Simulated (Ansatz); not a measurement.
# 1T-SrCl2 monolayer in a perpendicular field

What dipole does a perpendicular field induce in the 1T-SrCl2 monolayer, and does the gap follow? A positive field points along +c.

Program: Ansatz 0.2.0. Level of theory: plane-wave DFT, PBE-D3(BJ), Ansatz PAW. Results are calculated unless marked as measured.

## 1. The starting structure

The cell holds 3 atoms: 2 Cl and 1 Sr. Cell: a = 4.008 Å, b = 4.008 Å, c = 21.471 Å, α = 90.0°, β = 90.0°, γ = 120.0°. Vacuum lies along c.

## 2. Relaxation

The starting cell is a guess, so the in-plane lattice and the atoms are relaxed first, with the slab cut off from its images along the normal. The program lengthens the vector along the normal by itself, so c and the volume that it reports differ from the typed ones.

input.yaml

```yaml
crystal:
  lattice:
    - [4.008065, 0.0, 0.0]
    - [-2.0040325, 3.47108611, 0.0]
    - [0.0, 0.0, 21.4708469102]
  atoms:
    - { symbol: Cl, position: [0.6666666667, 0.3333333333, 0.419173032] }
    - { symbol: Sr, position: [0.0, 0.0, 0.5] }
    - { symbol: Cl, position: [0.3333333333, 0.6666666667, 0.580826968] }
  periodic: [true, true, false]
kpoints:
  mp_grid: { grid: [12, 12, 1] }
hamiltonian:
  xc: pbe
  dispersion: d3bj
scf:
  occupations: { method: fermi_dirac, width: 0.05 }
  convergence: { dr2_threshold: 1.0e-09 }
relax:
  f_tol: 0.004
  max_steps: 90
  cell: {}
output:
  write_potential: true
  write_density: true
  volumetric_format: npy
```

The run is started by

```
$ ansatz run input.yaml --threads 2 --pin off --max-ram 3072MiB --backend cpu --events-out ev --progress --plain --runs-dir out
```

Numbers of over 12 decimals in the logs are rounded to 6 here.

The program printed:

```text
Warning: crystal.periodic: the lattice vector that does not repeat stood 0.000° off the slab's normal, 21.471 Å along it as the deck builds it. The run solves the slab on a vector along the normal, 30.742 Å long, with every atom where it was (on the deck's vector they left 18.00 Å outside them, and the widest stretch free of ions among them is 1.74 Å). A fractional position that the run reports is one of the run's ce [...]
Warning: relax.cell: scf.convergence.dr2_threshold = 1e-9 eV is looser than the 1.65322305598e-10 eV advised for a relaxation that steers and ends on the stress (1e-10 eV for each atom of the cell: 3, times the square of relax.cell.stress_2d_tol = 0.05 N/m over 13.5 Å (the atoms' height at the walk's start and 5 Å past either face), 3.712e-2 GPa, over a crystal's default 0.05). What an SCF threshold leaves in a stress goes as its square root, and in the free energy as the threshold itself, and one threshold admits the most on a small cell: [figures from the program's tests cut] Set scf.convergence.dr2_threshold to 1.65322305598e-10 eV or tighter. [rest of the remark cut]
crystal.periodic: the lattice vector that does not repeat stood 0.000° off the slab's normal, 21.471 Å along it as the deck builds it. The run solves the slab on a vector along the normal, 30.742 Å long, with every atom where it was (on the deck's vector they left 18.00 Å outside them, and the widest stretch free of ions among them is 1.74 Å). A fractional position that the run reports is one of the run's cell, which [...]
Engine: ansatz 0.2.0, aarch64-unknown-linux-gnu
Pseudopotentials: kind: paw
Pseudopotential: Cl, paw, valence charge 7, recommended cutoff 420 eV (normal), Cl.paw.azcp
Pseudopotential: Sr, paw, valence charge 10, recommended cutoff 420 eV (normal), Sr.paw.azcp
Functional definition: PBE
  parameter kappa = 0.804
  parameter beta = 0.066725
  exchange = pbe_x(kappa = kappa, mu = beta*pi^2/3)
  correlation = pbe_c(beta = beta)
Crystal: 3 atoms, lattice volume = 427.689 Å³
Basis set: ecut = 420 eV, 8431 PW (Γ), exchange–correlation on 54×54×432 points (8 copies of the dense FFT grid, shifted against one another)
Bands: 16, of which v1, the nominal top of the filled ones, is band 12 counted from 1 (11 counted from 0)
Symmetry: 12 space group operations
Space group: P-3m1 (ITA 164), of the structure as read, at distance tolerance 7.5e-5 Å
k-points: 19 of 144
Non-local potential: Cl, projectors of the file, l = 0: 2, l = 1: 2, l = 2: 2
Non-local potential: Sr, projectors of the file, l = 0: 3, l = 1: 2, l = 2: 2
PAW form: soft (Blöchl's): semilocal exchange-correlation on the pseudo side does not see the compensation charge
PAW one-centre angular grid: Cl, 110 points (default); XC on 64 Gauss nodes
PAW one-centre angular grid: Sr, 110 points (default); XC on 64 Gauss nodes
Initial density: superposition of atomic densities (neutral atoms: chi_scale 0, normalization atom), corrected by the library's trained network
Initial wavefunctions: pseudopotential atomic-orbital guess
Functional: x = pbe(κ = 0.804, μ = 0.219515), c = pbe(β = 0.066725)
SCF iter   1: F=—  HF=-5710.660029 eV  |F-HF|=—  |Δ(HF+E_count)|=         —  Δρ=3.80e-4  dr2=4.33e-3  ethr=1.77e-3  ⟨swp⟩=20.5  Hψ=4163  notcnv=0
preconditioner: auto → none  [insulator: Δε(μ)=5.201 eV  Ē_g=13.841 eV  σ=0.050 eV  W_gap=1.00  n_scr=16 (ndim 8)  ℏωp=8.4 eV  f_vac=0.771  D(μ)=0.00/eV (n_scr^D=0)  ε∞_Penn≈1.4]
SCF iter   2: F=—  HF=-5710.663381 eV  |F-HF|=—  |Δ(HF+E_count)|=   3.35e-3  Δρ=4.79e-4  dr2=3.74e-3  ethr=1.81e-5  ⟨swp⟩=3.6  Hψ=933  notcnv=0
SCF iter   3: F=—  HF=-5710.662726 eV  |F-HF|=—  |Δ(HF+E_count)|=   6.55e-4  Δρ=1.60e-4  dr2=2.74e-4  ethr=1.56e-5  ⟨swp⟩=2.0  Hψ=422  notcnv=0
SCF iter   4: F=—  HF=-5710.663390 eV  |F-HF|=—  |Δ(HF+E_count)|=   6.64e-4  Δρ=7.62e-5  dr2=6.67e-5  ethr=1.14e-6  ⟨swp⟩=3.7  Hψ=730  notcnv=0
SCF iter   5: F=—  HF=-5710.663458 eV  |F-HF|=—  |Δ(HF+E_count)|=   6.84e-5  Δρ=2.09e-5  dr2=4.08e-6  ethr=2.78e-7  ⟨swp⟩=2.6  Hψ=535  notcnv=0
SCF iter   6: F=—  HF=-5710.663474 eV  |F-HF|=—  |Δ(HF+E_count)|=   1.52e-5  Δρ=8.77e-6  dr2=9.28e-7  ethr=1.70e-8  ⟨swp⟩=3.5  Hψ=621  notcnv=0
SCF iter   7: F=—  HF=-5710.663577 eV  |F-HF|=—  |Δ(HF+E_count)|=   1.03e-4  Δρ=1.75e-6  dr2=3.43e-8  ethr=3.87e-9  ⟨swp⟩=2.6  Hψ=484  notcnv=0
SCF iter   8: F=—  HF=-5710.663577 eV  |F-HF|=—  |Δ(HF+E_count)|=   5.73e-9  Δρ=7.49e-7  dr2=6.59e-9  ethr=1.43e-10  ⟨swp⟩=3.2  Hψ=737  notcnv=0
SCF iter   9: F=-5710.663577 eV  HF=-5710.663577 eV  |F-HF|=6.00e-11  |Δ(HF+E_count)|=   1.91e-9  Δρ=1.42e-7  dr2=5.14e-11  ethr=4.17e-12  ⟨swp⟩=9.8  Hψ=2757  notcnv=0
SCF 1 converged in 9 iterations: F = -5710.663577 eV  dr2 = 5.14e-11
  greatest PAW one-centre occupation: 0.987 electrons in one spin orbital (limit 2), on the Sr atom at site 1 (counted from 0), in its partial waves of l = 0
relax step   1: F+E_penalty+E_count = -5710.66357709 eV  Δ(F+E_penalty+E_count) = +0.000e0 eV  max|allowed force component| = 5.014e-1 eV/Å  Δτ_max = 0.0000 Å  P = +1.904 N/m  Ω = 427.689 Å³  fix = [c, alpha, beta]  reactions: c +0.000 N/m  (9 SCF iters, accepted)
Crystal: 3 atoms, lattice volume = 451.356 Å³
Basis set: ecut = 420 eV, 8743 PW (Γ), exchange–correlation on 54×54×432 points (8 copies of the dense FFT grid, shifted against one another)
Initial density: handed on by an earlier stage of this run
Initial wavefunctions: those handed on with the density
iter 1 solved again at ethr=5.43e-4 eV; its pass at ethr=3.10e-3 eV (dr2=1.30e-1 eV) is discarded
SCF iter   1: F=—  HF=-5710.873369 eV  |F-HF|=—  |Δ(HF+E_count)|=         —  Δρ=3.08e-3  dr2=1.39e-1  ethr=5.43e-4  ⟨swp⟩=2.5  Hψ=3423  notcnv=0
preconditioner: auto → none  [insulator: Δε(μ)=5.703 eV  Ē_g=13.984 eV  σ=0.050 eV  W_gap=1.00  n_scr=16 (ndim 8)  ℏωp=8.2 eV  f_vac=0.784  D(μ)=0.00/eV (n_scr^D=0)  ε∞_Penn≈1.3]
SCF iter   2: F=—  HF=-5710.839942 eV  |F-HF|=—  |Δ(HF+E_count)|=   3.34e-2  Δρ=1.76e-3  dr2=2.20e-2  ethr=5.43e-4  ⟨swp⟩=4.6  Hψ=739  notcnv=0  defer=1
SCF iter   3: F=—  HF=-5710.833592 eV  |F-HF|=—  |Δ(HF+E_count)|=   6.35e-3  Δρ=6.17e-4  dr2=1.41e-3  ethr=9.19e-5  ⟨swp⟩=3.4  Hψ=629  notcnv=0
SCF iter   4: F=—  HF=-5710.833524 eV  |F-HF|=—  |Δ(HF+E_count)|=   6.81e-5  Δρ=1.51e-4  dr2=8.30e-5  ethr=5.86e-6  ⟨swp⟩=2.7  Hψ=617  notcnv=0
SCF iter   5: F=—  HF=-5710.833530 eV  |F-HF|=—  |Δ(HF+E_count)|=   5.96e-6  Δρ=4.52e-5  dr2=5.42e-6  ethr=3.46e-7  ⟨swp⟩=3.4  Hψ=678  notcnv=0
SCF iter   6: F=—  HF=-5710.833527 eV  |F-HF|=—  |Δ(HF+E_count)|=   2.92e-6  Δρ=9.03e-6  dr2=2.02e-7  ethr=2.26e-8  ⟨swp⟩=2.7  Hψ=572  notcnv=0
[...]
SCF iter   4: F=—  HF=-5710.914227 eV  |F-HF|=—  |Δ(HF+E_count)|=   1.45e-5  Δρ=5.67e-5  dr2=9.09e-6  ethr=1.28e-6  ⟨swp⟩=2.4  Hψ=455  notcnv=0
SCF iter   5: F=—  HF=-5710.914235 eV  |F-HF|=—  |Δ(HF+E_count)|=   7.98e-6  Δρ=1.75e-5  dr2=1.76e-6  ethr=3.79e-8  ⟨swp⟩=3.2  Hψ=644  notcnv=0
SCF iter   6: F=—  HF=-5710.914339 eV  |F-HF|=—  |Δ(HF+E_count)|=   1.05e-4  Δρ=2.75e-6  dr2=2.74e-8  ethr=7.35e-9  ⟨swp⟩=2.8  Hψ=550  notcnv=0
SCF iter   7: F=—  HF=-5710.914339 eV  |F-HF|=—  |Δ(HF+E_count)|=   1.80e-8  Δρ=8.57e-7  dr2=4.19e-9  ethr=1.14e-10  ⟨swp⟩=2.7  Hψ=645  notcnv=0
SCF iter   8: F=-5710.914339 eV  HF=-5710.914339 eV  |F-HF|=6.46e-11  |Δ(HF+E_count)|=  9.84e-10  Δρ=1.73e-7  dr2=1.61e-10  ethr=4.17e-12  ⟨swp⟩=11.7  Hψ=2525  notcnv=0
SCF 3 converged in 8 iterations: F = -5710.914339 eV  dr2 = 1.61e-10
relax step   3: F+E_penalty+E_count = -5710.91433931 eV  Δ(F+E_penalty+E_count) = -8.070e-2 eV  max|allowed force component| = 1.428e-1 eV/Å  Δτ_max = 0.0730 Å  P = +1.442 N/m  Ω = 477.691 Å³  energy of the carried Pulay correction = -1.320e-4 eV  fix = [c, alpha, beta]  reactions: c +0.000 N/m  (8 SCF iters, accepted)
[...]
relax step   4: F+E_penalty+E_count = -5710.95748352 eV  Δ(F+E_penalty+E_count) = -4.314e-2 eV  max|allowed force component| = 5.117e-2 eV/Å  Δτ_max = 0.0613 Å  P = +0.231 N/m  Ω = 510.920 Å³  energy of the carried Pulay correction = -2.120e-4 eV  fix = [c, alpha, beta]  reactions: c +0.000 N/m  (7 SCF iters, accepted)
[...]
relax step   5: F+E_penalty+E_count = -5710.95857704 eV  Δ(F+E_penalty+E_count) = -1.094e-3 eV  max|allowed force component| = 1.589e-2 eV/Å  Δτ_max = 0.0002 Å  P = +0.039 N/m  Ω = 515.003 Å³  energy of the carried Pulay correction = -2.215e-4 eV  fix = [c, alpha, beta]  reactions: c +0.000 N/m  (6 SCF iters, accepted)
[...]
relax step   6: F+E_penalty+E_count = -5710.95864720 eV  Δ(F+E_penalty+E_count) = -7.016e-5 eV  max|allowed force component| = 1.414e-3 eV/Å  Δτ_max = 0.0037 Å  P = +0.001 N/m  Ω = 515.145 Å³  energy of the carried Pulay correction = -2.218e-4 eV  fix = [c, alpha, beta]  reactions: c +0.000 N/m  (6 SCF iters, accepted)
Basis set: ecut = 420 eV, 10129 PW (Γ), exchange–correlation on 60×60×432 points (8 copies of the dense FFT grid, shifted against one another)
Initial wavefunctions: pseudopotential atomic-orbital guess (no wavefunctions were taken with the density)
iter 1 solved again at ethr=5.35e-6 eV; its pass at ethr=3.10e-3 eV (dr2=1.28e-3 eV) is discarded
SCF iter   1: F=—  HF=-5710.959189 eV  |F-HF|=—  |Δ(HF+E_count)|=         —  Δρ=7.26e-5  dr2=3.08e-6  ethr=5.35e-6  ⟨swp⟩=4.3  Hψ=4775  notcnv=0
eigensolver tolerance schedule: the retry pair's looser diagonalisation over-reported the residual by 415.49 of it (diagonalisation noise at 2.55 of the residual, at the tolerance the schedule requests for it); recorded, not acted on — ethr = c·dr2/N_el stays at c = 1.0e-1
preconditioner: auto → none  [insulator: Δε(μ)=5.860 eV  Ē_g=13.817 eV  σ=0.050 eV  W_gap=1.00  n_scr=16 (ndim 8)  ℏωp=7.7 eV  f_vac=0.791  D(μ)=0.00/eV (n_scr^D=0)  ε∞_Penn≈1.3]
SCF iter   2: F=—  HF=-5710.959485 eV  |F-HF|=—  |Δ(HF+E_count)|=   2.96e-4  Δρ=3.66e-5  dr2=7.95e-7  ethr=1.28e-8  ⟨swp⟩=4.2  Hψ=873  notcnv=0
SCF iter   3: F=—  HF=-5710.959795 eV  |F-HF|=—  |Δ(HF+E_count)|=   3.10e-4  Δρ=6.50e-6  dr2=3.26e-7  ethr=3.31e-9  ⟨swp⟩=3.2  Hψ=641  notcnv=0
SCF iter   4: F=—  HF=-5710.959798 eV  |F-HF|=—  |Δ(HF+E_count)|=   2.99e-6  Δρ=1.47e-6  dr2=5.23e-9  ethr=1.36e-9  ⟨swp⟩=2.4  Hψ=470  notcnv=0
SCF iter   5: F=—  HF=-5710.959798 eV  |F-HF|=—  |Δ(HF+E_count)|=   2.68e-7  Δρ=6.51e-7  dr2=1.11e-9  ethr=4.17e-12  ⟨swp⟩=20.3  Hψ=3324  notcnv=0
SCF iter   6: F=-5710.959798 eV  HF=-5710.959798 eV  |F-HF|=9.76e-10  |Δ(HF+E_count)|=   2.39e-8  Δρ=1.67e-7  dr2=1.24e-10  ethr=4.17e-12  ⟨swp⟩=10.6  Hψ=2174  notcnv=0
SCF 7 converged in 6 iterations: F = -5710.959798 eV  dr2 = 1.24e-10
relax step   7: F+E_penalty+E_count = -5710.95979820 eV  Δ(F+E_penalty+E_count) = -1.151e-3 eV  max|allowed force component| = 1.222e-3 eV/Å  Δτ_max = 0.0000 Å  P = +0.016 N/m  Ω = 515.145 Å³  fix = [c, alpha, beta]  reactions: c +0.000 N/m  stress off target by 1.60e-2 N/m on what of the cell is left free  SCF on the basis re-selected at this cell (its energy is not comparable with the rows above)  (6 SCF iters)
basis re-selected at this cell: Δ(F+E_penalty+E_count) = -1.151e-3 eV, ΔP = +0.015 N/m vs the last step (what re-selecting the basis moved, of the pressure what is left beyond the Pulay correction that the steps carried, after the strain that the cell walked since its last selection, with what the two solves' SCF thresholds leave and, on support functions, any second-order correction that the steps lacked; it is no measure of the basis error at this ecutwfc). The dense FFT grid was sized anew with the basis: this SCF ran on 30×30×216 points, the steps before it on 27×27×216, so part of this shift can come from that change (see relax.cell in the input reference). [rest of the remark cut]
WARN: The output density's exchange-correlation potential varies sharply where the density is thin. Do not read a vacuum level from v_tot or v_xc, or from such a field of the output density. On a cell that repeats whose density bears no net charge and no dipole along the vacuum's axis use v_es (v_loc + v_h of the components); under efield.dipole_correction with no amplitude use v_es + v_field, which holds any externa [...]
SCF converged after 6 iterations
Free energy (F): -5710.959798 eV
Harris-Foulkes:  -5710.959798 eV  (|F-HF|=9.76e-10)
Internal energy: -5710.959798 eV  (E = F + TS)
E sigma→0 (E₀):  -5710.959798 eV
Fermi energy:    -4.991423 eV
--- Per-component energies (eV) ---
  E_band       = -399.374841
  E_kinetic    = 568.112881
  E_local      = -20787.803422  (includes V_loc(G=0)·N_el)
  E_nonlocal   = 258.944006
  E_hartree    = 10001.632918
  E_xc         = -388.623526
  E_vxc        = -407.355114  (∫ρ·V_xc dr)
  E_paw        = -4013.350723  (= ΣΔE_a)
  E_vpaw       = -34.538801  (= ΣTr[D̂ρ^β])
  E_aug_tail   = 0.000179  (compensation charges beyond the density's cutoff)
  E_ewald      = 8650.510253
  E_disp       = -0.382364  (pairwise vdW)
  E_smearing   = -0.000000  (= −TS)
  E_closure    = -0.000000  (closes the sum)
  Σ components = -5710.959798   (vs F -5710.959798, Δ=0.00e0)
--- Forces (eV/Å), atoms counted from 1 ---
  atom   1  Cl     0.00000000     0.00000000    -0.00122168
  atom   2  Sr     0.00000000     0.00000000     0.00000000
  atom   3  Cl    -0.00000000    -0.00000000     0.00122168
  max |Σ_I F_I| component: 0.00e0 eV/Å
--- 2D stress c σ (N/m, compression-positive) ---
        0.016045       0.000000      -0.000000
        0.000000       0.016045      -0.000000
       -0.000000      -0.000000       0.000000
  P = ½ c Tr σ = 0.0160 N/m
--- Band table (eV; the first three rows and the last of 19) ---
  k-point 0: bands = [... 8 lower, -8.9672, -8.1606, -8.1606, -8.1094, -2.1494, -1.0533, -1.0533, -0.8394]
  k-point 1: bands = [... 8 lower, -8.9515, -8.2322, -8.1825, -8.0801, -2.0060, -1.1595 (-1.1595°), -0.9710, -0.8096]
  k-point 2: bands = [... 8 lower, -8.9080, -8.3948, -8.2417, -8.0282, -1.6757 (-1.6757°), -1.2709 (-1.2709°), -0.7439, -0.7373]
  k-point 18: bands = [... 8 lower, -8.9878, -8.3985, -8.3713, -8.3713, -0.9485, -0.7151, -0.7151, 0.9657]
  ° read free of the cell's end (the report's vacuum.weakly_bound_levels)
--- Relaxed structure (6 steps of the walk, 6 accepted, 1 SCFs on fresh bases) ---
  F+E_penalty+E_count = -5710.95979820 eV   max|allowed force component| = 1.222e-3 eV/Å   (the final SCF, on the basis selected at the relaxed cell)
  cell:  # Å, volume = 515.1452 Å³
    - [4.398814, 0, 0]
    - [-2.199407, 3.809485, 0]
    - [0, 0, 30.741694]
  atoms:
    - { symbol: Cl, position: [0.666667, 0.333333, 0.303220] }
    - { symbol: Sr, position: [0, 0, 0.349214] }
    - { symbol: Cl, position: [0.333333, 0.666667, 0.395208] }
```

Run time: 41 s. Hardware: 2 threads of Arm Neoverse V2, shared host; peak memory 0.64 GiB; 68 s of CPU time.

Step by step:

```tsv
step	energy less that of the first step (eV)	largest force component (eV/Å)	volume (Å³)
1	0.0000	0.5014	427.69
2	-0.1701	0.1261	451.36
3	-0.2508	0.1428	477.69
4	-0.2939	0.0512	510.92
5	-0.2950	0.0159	515.00
6	-0.2951	0.0014	515.15
7*	-0.2962	0.0012	515.15
```

Relaxation steps marked * repeat the geometry before them on a plane-wave basis chosen anew for their cell, so energy and pressure can jump there.

The run keeps the 12 symmetry operations that it works with, so distortions that break them were not tested.

```tsv
cell as run	before	after	change
a (Å)	4.008	4.399	+9.7 %
b (Å)	4.008	4.399	+9.7 %
```

The atoms that moved most (Å, along periodic axes as changes of fractional coordinates times the final cell, across vacuum about the mean position):

```tsv
atom	dx	dy	dz	length
Cl1	0.000	0.000	0.321	0.321
Cl3	0.000	0.000	-0.321	0.321
```

The relaxed structure:

```xyz
3
Lattice="4.3988 0.0000 0.0000 -2.1994 3.8095 0.0000 0.0000 0.0000 30.7417" Properties=species:S:1:pos:R:3
Cl    2.1994    1.2698    9.3215
Sr    0.0000    0.0000   10.7354
Cl    0.0000    2.5397   12.1494
```

This step gave:

* gap on the k-mesh: 5.860 eV

The lattice constant a goes from 4.008 to 4.399 Å.

(Continued in part 2 of 3.)

[Logs are printed without paths, hosts, clocks, repeated set-up lines and the standing remarks that a program may print on its own settings, such as how far it seeks lower states.]

[Hosts, paths, dates, database ids (printed as entryN), source tags and the programs' standing remarks are cut or masked in the printed files.]

[Maps of the electrostatic potential energy from Ansatz leave out the sawtooth potential of an applied field or a dipole correction, so their vacuum need not be flat; planar profiles and work functions include it.]
